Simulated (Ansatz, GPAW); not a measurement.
Given: the input of a run of Ansatz 0.2.0 on MgO. The cell is a database's computed one, not the measured one.

The input input.yaml:

```yaml
crystal:
  lattice:
    - [0.0, 2.0970013927, 2.0970013927]
    - [2.0970013927, 0.0, 2.0970013927]
    - [2.0970013927, 2.0970013927, 0.0]
  atoms:
    - { symbol: Mg, position: [0.0, 0.0, 0.0] }
    - { symbol: O, position: [0.5, 0.5, 0.5] }
kpoints:
  mp_grid: { grid: [11, 11, 11] }
scf:
  occupations: { method: gaussian, width: 0.017 }
hamiltonian:
  xc: pbe
  pseudopotentials: { kind: all_electron, lapw: { basis_error: 0.001 } }
output:
  forces: true
  stress: true
  eigenvalues: true
```

Potentials or basis: all-electron LAPW, scalar-relativistic.

Command:

```bash
$ ansatz run input.yaml --threads 1 --pin off --max-ram 3072MiB --backend cpu --events-out ev --progress --plain --runs-dir out
```

What does the same run look like in GPAW 26.7.0 (ASE script)? Potentials or basis there: GPAW PAW data sets (gpaw-data 1.2.1), cutoff 800 eV.

As run (cutoffs and basis follow the program's own potentials, and thresholds, step limits or extra output files can differ):

File run.py:

```python
from ase.dft.bandgap import bandgap
from ase.io import read, write
from ase.units import GPa
from gpaw import GPAW, PW

atoms = read('POSCAR')

calc = GPAW(mode=PW(800),
            xc='PBE',
            kpts={'size': (11, 11, 11), 'gamma': True},
            occupations={'name': 'methfessel-paxton', 'order': 0, 'width': 0.017},
            nbands=16,
            convergence={'density': 1e-05, 'energy': 1e-05},
            maxiter=150,
            txt='gpaw.txt')
atoms.calc = calc
energy = atoms.get_potential_energy()
forces = atoms.get_forces()
stress = atoms.get_stress()
calc.write('gs.gpw')
write('result.traj', atoms)
print(f'Energy: {energy:.6f} eV')
print('Forces (eV/A):')
print(forces.round(4))
print('Stress (GPa):', (stress / GPa).round(3))
print('Fermi level:', round(calc.get_fermi_level(), 4), 'eV')
print(f'Gap: {bandgap(calc)[0]:.4f} eV, direct: {bandgap(calc, direct=True)[0]:.4f} eV')
```

POSCAR

```
MgO
1.0
    0.0000000000      2.0970013927      2.0970013927
    2.0970013927      0.0000000000      2.0970013927
    2.0970013927      2.0970013927      0.0000000000
Mg O
1 1
Direct
    0.0000000000      0.0000000000      0.0000000000
    0.5000000000      0.5000000000      0.5000000000
```

Potentials or basis: GPAW PAW data sets (gpaw-data 1.2.1), pw.

Run with:

```sh
$ OMP_NUM_THREADS=1 python run.py
```

Both were run:

|  | Ansatz | GPAW |
| --- | --- | --- |
| Pressure | 7.0 GPa | 7.0 GPa |

Where Ansatz's input types no cutoff or centring, it takes its own default and a Γ-centred mesh.

Pressure is positive in compression.
